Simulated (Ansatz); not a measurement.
```yaml
crystal:
  lattice:
    - [0.00000, 2.54466, 2.57672]
    - [2.54466, 0.00000, 2.57672]
    - [2.54466, 2.54466, 0.00000]
  atoms:
    - { symbol: Zr, position: [0.00000, 0.00000, 0.00000] }
    - { symbol: O, position: [0.25000, 0.25000, 0.25000] }
    - { symbol: O, position: [0.75000, 0.75000, 0.75000] }
```

No spin polarisation.

The values are results of r2SCAN (Ansatz, a first-principles code; PAW; 500 eV plane waves; without spin-orbit coupling), not measurements. Settings: 11×11×11 k-points, 0.05 eV Fermi–Dirac smearing.

Task: What smallest direct gap does the calculation give?

Result: 4.19 eV.

Task: What stress (xx, yy, zz, yz, xz, xy; compression positive) does the calculation give?

Result: (-1.23, -1.23, -6.92, 0.00, 0.00, 0.00) GPa.

The cells carry an imposed strain or load. Stability against distortions was not tested. The cell was made from ZrO2 in the fluorite structure (space group Fm-3m, No. 225) by this change: uniaxial strain ε_zz = +1.26 %. This is not the structure that ZrO2 has at room temperature and ambient pressure.
